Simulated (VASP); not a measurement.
# ZnH (F-43m) in VASP: notebook, part 2 of 2

VASP 6.6.1. The steps go on from the part before.

### Step 5. Relaxation of cell and atoms, LDA, target pressure 5 GPa, at which the enthalpy is minimised

INCAR reads:

```
SYSTEM = ZnH
ALGO     = Fast           ! electronic algorithm
EDIFF    = 1E-7           ! SCF threshold, eV
EDIFFG   = -0.01          ! ionic threshold
ENCUT    = 600            ! plane-wave cutoff, eV
IBRION   = 2              ! ionic algorithm
ISIF     = 3              ! what is computed and relaxed
ISMEAR   = -1             ! smearing method
LASPH    = .True.         ! aspherical terms in the spheres
LCHARG   = .False.        ! write CHGCAR
LREAL    = .False.        ! projectors in reciprocal space
LWAVE    = .False.        ! write WAVECAR
NELM     = 100            ! most SCF steps
NSW      = 40             ! ionic steps
PREC     = Accurate       ! precision mode
PSTRESS  = 50           
SIGMA    = 0.05           ! smearing width, eV
```

KPOINTS reads:

```
k-points
0
Gamma
  10 10 10
  0 0 0
```

POSCAR reads:

```
ZnH
1.0
    0.0000000000      2.3347076100      2.3347076100
    2.3347076100      0.0000000000      2.3347076100
    2.3347076100      2.3347076100      0.0000000000
Zn H
1 1
Direct
    0.0000000000      0.0000000000      0.0000000000
    0.2500000000      0.2500000000      0.2500000000
```

Potentials or basis: VASP PAW LDA potentials, release 64 (Zn, H).

On the command line:

```console
$ cat potpaw_LDA.64/Zn/POTCAR potpaw_LDA.64/H/POTCAR > POTCAR
$ mpirun -np 1 vasp_std > vasp.out
```

OUTCAR:

```text
SYSTEM = ZnH
   EDIFF = 1E-7
   EDIFFG = -0.01
   ENCUT = 600
   IBRION = 2
   ISIF = 3
   ISMEAR = -1
   LASPH = .True.
   LREAL = .False.
   NELM = 100
   NSW = 40
   PREC = Accurate
   PSTRESS = 50

 ion  position               nearest neighbor table
   1  0.000  0.000  0.000-
   2  0.250  0.250  0.250-

  LATTYP: Found a face centered cubic cell.
 ALAT       =     4.6694152200

  Lattice vectors:

 A1 = (   0.0000000000,   2.3347076100,   2.3347076100)
 A2 = (   2.3347076100,   0.0000000000,   2.3347076100)
 A3 = (   2.3347076100,   2.3347076100,   0.0000000000)

Analysis of symmetry for initial positions (statically):
=====================================================================
 Subroutine PRICEL returns:
 Original cell was already a primitive cell.

 Routine SETGRP: Setting up the symmetry group for a
 face centered cubic supercell.

 Subroutine GETGRP returns: Found 24 space group operations
 (whereof 24 operations were pure point group operations)
 out of a pool of 48 trial point group operations.

The static configuration has the point symmetry T_d .

Analysis of symmetry for dynamics (positions and initial velocities):
=====================================================================
 Subroutine PRICEL returns:
 Original cell was already a primitive cell.

 Routine SETGRP: Setting up the symmetry group for a
 face centered cubic supercell.

 Subroutine GETGRP returns: Found 24 space group operations
 (whereof 24 operations were pure point group operations)
 out of a pool of 48 trial point group operations.

The dynamic configuration has the point symmetry T_d .

 Subroutine INISYM returns: Found 24 space group operations
 (whereof 24 operations are pure point group operations),
 and found     1 'primitive' translations

----------------------------------------------------------------------------------------

                                     Primitive cell

[... 121 lines left out ...]
 conjugate gradient relaxation of ions
 non-spin polarized calculation
 RMM-DIIS sequential band-by-band and
  energy-cutoff  :      600.00
  volume of cell :       25.45
 maximum number of plane-waves:       875
 NGX is ok and might be reduce to    28
   NGX = 13   NGY = 13   NGZ = 13

--------------------------------------- Ionic step        1  -------------------------------------------

 number of electron      12.9999989 magnetization

 Free energy of the ion-electron system (eV)
  ---------------------------------------------------
  ext. energy  EPLUGINS =         0.00000000
  ---------------------------------------------------
  free energy    TOTEN  =        -4.27538476 eV

  energy without entropy =       -4.27118788  energy(sigma->0) =       -4.27328632

------------------------ aborting loop because EDIFF is reached ----------------------------------------

  FORCE on cell =-STRESS in cart. coord.  units (eV):
  Direction    XX          YY          ZZ          XY          YZ          ZX
  --------------------------------------------------------------------------------------
  -------------------------------------------------------------------------------------
  Total       -1.5228662     -1.5228662     -1.5228662     -0.0000000      0.0000000      0.0000000
  in kB      -95.8616379    -95.8616379    -95.8616379     -0.0000000      0.0000000      0.0000000
  external PRESSURE =    -145.8616379 kB  Pullay stress =      50.0000000 kB
[... 139 lines left out ...]
--------------------------------------- Ionic step        5  -------------------------------------------

 number of electron      13.0000001 magnetization

 Free energy of the ion-electron system (eV)
  ---------------------------------------------------
  ext. energy  EPLUGINS =         0.00000000
  ---------------------------------------------------
  free energy    TOTEN  =        -4.46891990 eV

  energy without entropy =       -4.46049767  energy(sigma->0) =       -4.46470878

 E-fermi :   3.0948     XC(G=0): -11.5629

 val. band max:        3.0839028367   @ k =  -0.4000   0.4000   0.2000
 cond. band min:       3.1021208354   @ k =   0.5000   0.4000   0.0000
 fundamental gap:      0.0182179987
 Fermi energy:         3.0948293344

 k-point     1 :       0.0000    0.0000    0.0000
  band No.  band energies     occupation
      1      -9.1773      2.00000
      2      -5.0834      2.00000
      3      -5.0834      2.00000
      4      -5.0834      2.00000
      5      -4.7407      2.00000
      6      -4.7407      2.00000
      7      10.2407      0.00000
      8      17.2537      0.00000
      9      17.2538      0.00000
     10      17.2538      0.00000
[... 287 lines left out ...]
 k-point    24 :       0.4000    0.3000    0.0000
  band No.  band energies     occupation
      1      -6.4534      2.00000
      2      -5.3610      2.00000
      3      -4.8026      2.00000
      4      -4.7017      2.00000
      5      -4.5583      2.00000
      6      -3.9156      2.00000
      7       5.1504      0.00000
      8       7.9345      0.00000
      9       9.7932      0.00000
     10      11.3302      0.00000

 [... further k-points ...]
[... 5 lines left out ...]
  --------------------------------------------------------------------------------------
  -------------------------------------------------------------------------------------
  Total        0.5776925      0.5776925      0.5776925      0.0000000      0.0000000      0.0000000
  in kB       49.9825848     49.9825848     49.9825848      0.0000000      0.0000000      0.0000000
  external PRESSURE =      -0.0174152 kB  Pullay stress =      50.0000000 kB
[... 21 lines left out ...]
  energy  without entropy=       -4.4604976658  energy(sigma->0) =       -4.46470878

  enthalpy is  TOTEN    =        -3.8910261496 eV   P V=        0.5778937501

 reached required accuracy - stopping structural energy minimisation
```

CONTCAR:

```text
ZnH
   1.00000000000000
     0.0000000000000000    2.0998399466259023    2.0998399466259023
     2.0998399466259023   -0.0000000000000000    2.0998399466259023
     2.0998399466259023    2.0998399466259023   -0.0000000000000000
  Zn              H
     1     1
Direct
     0.0000000000000000    0.0000000000000000    0.0000000000000000
     0.2500000000000000    0.2500000000000000    0.2500000000000000

  0.00000000E+00  0.00000000E+00  0.00000000E+00
  0.00000000E+00  0.00000000E+00  0.00000000E+00
```

It took 59 s on 1 thread of Intel Xeon Platinum 8259CL at 2.50GHz (Skylake/Cascade Lake), shared host; peak memory 0.16 GiB.

What came out:

```
Free energy                                            : -4.4689 eV
Relaxed volume                                         : 9.26 Å³/atom
Relaxed cell                                           : a = 2.970 Å, b = 2.970 Å, c = 2.970 Å, α = 60.00°, β = 60.00°, γ = 60.00°
Space group after relaxing (to 0.05 Å)                 : F-43m (No. 216)
Energy change on relaxing (the enthalpy is what falls) : -96.8 meV/atom
Ionic steps                                            : 5
Pressure after relaxing                                : 5.0 GPa
Band gap on the k mesh                                 : none (metal or under the smearing width)
```

The path:
| step | energy change (eV) | largest force (eV/Å) | pressure (GPa) | volume (Å³) |
| --- | --- | --- | --- | --- |
| 1 | 0.0000 | 0.0000 | -9.59 | 25.45 |
| 2 | -0.1878 | 0.0000 | -4.41 | 21.42 |
| 3 | -0.2049 | 0.0000 | 2.81 | 18.99 |
| 4 | -0.1894 | 0.0000 | 5.55 | 18.39 |
| 5 | -0.1935 | 0.0000 | 5.00 | 18.52 |

Final structure:
```
Zn H
1.0
     0.00000    2.09984    2.09984
     2.09984    0.00000    2.09984
     2.09984    2.09984    0.00000
Zn H
1 1
Direct
  0.00000 0.00000 0.00000
  0.25000 0.25000 0.25000
```

Caveat: the cell is relaxed towards a set pressure, so the enthalpy falls and the energy may rise; the volume moved by over 15 % at a fixed basis, so the end points are rough.

### Step 6. The runs side by side

```tsv
task	level	potentials or basis	cell	cutoff (eV)	smearing	target pressure	gap on the mesh (eV)	pressure (GPa)
relaxation of cell and atoms	PBE	VASP PAW PBE potentials, release 64 (Zn, H)	relaxed	600	gaussian 0.05 eV	-	none	0.1
relaxation of the atoms	RPBE	VASP PAW PBE potentials, release 64 (Zn, H)	atoms relaxed	520	gaussian 0.05 eV	-	none	-3.5
relaxation of cell and atoms	LDA	VASP PAW LDA potentials, release 64 (Zn, H)	relaxed to 2 GPa	600	fermi-dirac 0.05 eV	2 GPa	none	2.1
relaxation of cell and atoms	LDA	VASP PAW LDA potentials, release 64 (Zn, H)	relaxed to 5 GPa	600	fermi-dirac 0.05 eV	5 GPa	none	5.0
```

Alike in all rows: no spin polarisation; k mesh 10 × 10 × 10.

Caveats: the cell is relaxed towards a set pressure, so the enthalpy falls and the energy may rise (some runs); the volume moved by over 15 % at a fixed basis, so the end points are rough (some runs); the relaxation stopped at its first step, so nothing moved (some runs); the PAW data sets were made with another functional, which shifts forces and pressure a little (some runs).

Total energies depend on the potentials used, so only differences within one code and one set of settings carry meaning.
